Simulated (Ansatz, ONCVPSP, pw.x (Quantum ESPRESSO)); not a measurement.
**What a changed setting does to a pw.x run (fcc Sc)**

Potential: optimised norm-conserving Vanderbilt (ONCV), ONCVPSP 4.0.1.1 (patched build), PBE; core [Ne], reference 3s2 3p6 3d1 4s1; waves: 3s+4s: rc 1.60 bohr, ncon 4, nbas 7, qcut 11.5 1/bohr, 2 projectors; 3p: rc 1.35 bohr, ncon 4, nbas 9, qcut 11 1/bohr, 2 projectors, debl 3.4 Ha; 3d: rc 1.35 bohr, ncon 4, nbas 9, qcut 14.5 1/bohr, local; local part: the d channel; core correction: none.

The reference run (k-mesh 12³, cutoffs 160/640 Ry, Fermi–Dirac 0.01 Ry, mixing_beta 0.4, conv_thr 1e-9, no spin) gives 0.04 GPa at 24.855 Å³/atom, where all-electron LAPW gives 0.01 GPa. This run, with its own iteration cap, changes degauss to 0.002.

```
&control
  calculation='scf', prefix='x', pseudo_dir='./', outdir='./tmp', tstress=.true., disk_io='none'
/
&system
  ibrav=0, nat=1, ntyp=1, ecutwfc=160, ecutrho=640, nbnd=13,
  occupations='smearing', smearing='fd', degauss=0.002
/
&electrons
  conv_thr=1e-09, mixing_beta=0.4, electron_maxstep=60
/
ATOMIC_SPECIES
Sc 1.0 Sc.UPF
CELL_PARAMETERS angstrom
  0.00000000 2.31629884 2.31629884
  2.31629884 0.00000000 2.31629884
  2.31629884 2.31629884 0.00000000
ATOMIC_POSITIONS crystal
Sc 0.0000 0.0000 0.0000
K_POINTS automatic
12 12 12 0 0 0
```

```bash
pw.x < Sc.scf.in > Sc.scf.out
```

**Question.** How does the run end?

**Answer.** It converges in 12 iterations; the free energy moves by +56.5 meV/atom and the pressure by -0.45 GPa. In a metal, with Fermi–Dirac smearing, F lies below its zero-width value by a term in the square of the width.

```
Message from routine setup:
     using ibrav=0 with symmetry is DISCOURAGED, use correct ibrav instead
     lattice parameter (alat)  =       6.1903  a.u.
     unit-cell volume          =     167.7299 (a.u.)^3
     number of electrons       =        11.00
     number of Kohn-Sham states=           13
     kinetic-energy cutoff     =     160.0000  Ry
     charge density cutoff     =     640.0000  Ry
     scf convergence threshold =      1.0E-09
     Exchange-correlation= PBE
     number of k points=    72  Fermi-Dirac smearing, width (Ry)=  0.0020
     iteration #  1     ecut=   160.00 Ry     beta= 0.40
     total energy              =     -93.31248371 Ry
     estimated scf accuracy    <       1.13954032 Ry
     iteration #  2     ecut=   160.00 Ry     beta= 0.40
     total energy              =     -93.35763041 Ry
     estimated scf accuracy    <       0.10273849 Ry
     iteration #  3     ecut=   160.00 Ry     beta= 0.40
     total energy              =     -93.38649585 Ry
     estimated scf accuracy    <       0.00735022 Ry
     [... 6 iterations left out ...]
     iteration # 10     ecut=   160.00 Ry     beta= 0.40
     total energy              =     -93.38941842 Ry
     estimated scf accuracy    <          6.1E-09 Ry
     iteration # 11     ecut=   160.00 Ry     beta= 0.40
     total energy              =     -93.38941842 Ry
     estimated scf accuracy    <          1.8E-09 Ry
     iteration # 12     ecut=   160.00 Ry     beta= 0.40
     the Fermi energy is     9.2069 ev
!    total energy              =     -93.38941842 Ry
     estimated scf accuracy    <          9.3E-10 Ry
     smearing contrib. (-TS)   =      -0.00027820 Ry
     The total energy is F=E-TS. E is the sum of the following terms:
     one-electron contribution =     -38.98273572 Ry
     hartree contribution      =      21.19011308 Ry
     xc contribution           =     -12.22586297 Ry
     ewald contribution        =     -63.37065460 Ry
     convergence has been achieved in  12 iterations
          total   stress  (Ry/bohr**3)                   (kbar)     P=       -4.11
     Message from routine punch:
     Nothing written, as per user request (disk_io='none')
```

The run took about 3.3 min on one core of a shared host (Neoverse-N1, 64 threads, 124 GiB, load 50).
